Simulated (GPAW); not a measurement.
The system is Fe.

```
Fe
1.0
    -1.44300    1.44300    1.44300
     1.44300   -1.44300    1.44300
     1.44300    1.44300   -1.44300
Fe
1
Direct
  0.00000 0.00000 0.00000
```

Base run:

| Property | Result |
| --- | --- |
| Program | GPAW 26.7.0 |
| Functional | PBEsol |
| Potentials or basis | PAW data sets generated in the run's folder for this functional |
| Cutoff | 600 eV |
| Basis | pw |
| k mesh | 13 × 13 × 13 |
| Occupations | fermi-dirac, width 0.05 eV |
| Spin | collinear spin, ferromagnetic start |
| Starting moments | [3.0] μB |

Its results: pressure -16.0 GPa; net moment 2.26 μB per cell; site moments Fe +2.29 μB.

Problem. The run is repeated on the same cell with these changes: hubbard terms from none to Fe d U = 1 eV. What comes out?

Solution. Pressure -5.7 GPa; net moment 2.65 μB per cell; site moments Fe +2.71 μB.

Caveats: the U is typed as a test and isn't derived for this compound (some runs).
